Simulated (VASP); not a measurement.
Wanted: the native input for a VASP 6.6.1 run.

| Item | Value |
| --- | --- |
| Task | relaxation of cell and atoms |
| Functional | r2SCAN |
| Potentials or basis | VASP PAW PBE potentials, release 64 (Nb_sv) |
| Cutoff | 600 eV |
| k mesh | 10 × 10 × 10 |
| Occupations | fermi-dirac, width 0.05 eV |
| Spin | no spin polarisation |
| Ladder | gaps |
| Further INCAR settings | ALGO = Normal; EDIFF = 1e-07; IBRION = 2; EDIFFG = -0.005; NSW = 40; ISIF = 3 |

The structure of Nb lies in POSCAR:

```
Nb
1.0
    0.0000000000      2.1150000000      2.1150000000
    2.1150000000      0.0000000000      2.1150000000
    2.1150000000      2.1150000000      0.0000000000
Nb
1
Direct
    0.0000000000      0.0000000000      0.0000000000
```

This isn't the form of Nb at room conditions, which is bcc.

One way to write it, as run:

INCAR

```
PREC = Accurate
ENCUT = 600
EDIFF = 1E-7
ISMEAR = -1
SIGMA = 0.05
LREAL = False
LASPH = True
NELM = 80
ALGO = Normal
ISIF = 3
LWAVE = False
LCHARG = False
METAGGA = R2SCAN
LMIXTAU = True
IBRION = 2
NSW = 40
EDIFFG = -0.005
```

KPOINTS

```
Automatic mesh
0
Gamma
  10 10 10
```

Potentials or basis: VASP PAW PBE potentials, release 64 (Nb_sv).

Command:

```sh
$ cat potpaw_PBE.64/Nb_sv/POTCAR > POTCAR
$ mpirun -np 1 vasp_std > vasp.out
```

It gave:

```yaml
Relaxed_volume: 18.66 Å³/atom
Relaxed_cell: a = 2.977 Å, b = 2.977 Å, c = 2.977 Å, α = 60.00°, β = 60.00°, γ = 60.00°
Space_group_after_relaxing_to_0.05_Å: Fm-3m (No. 225)
Energy_gained_by_relaxing: 1.9 meV/atom
Ionic_steps: 3
Pressure_after_relaxing: 0.0 GPa
Band_gap_on_the_k_mesh: none (metal or under the smearing width)
```

Caveat: the PAW data sets were made with another functional, which shifts forces and pressure a little.

It took 100 s on 1 thread of Intel(R) Xeon(R) Platinum 8259CL CPU @ 2.50GHz (Skylake/Cascade Lake), on a shared host, peak memory 0.15 GiB.
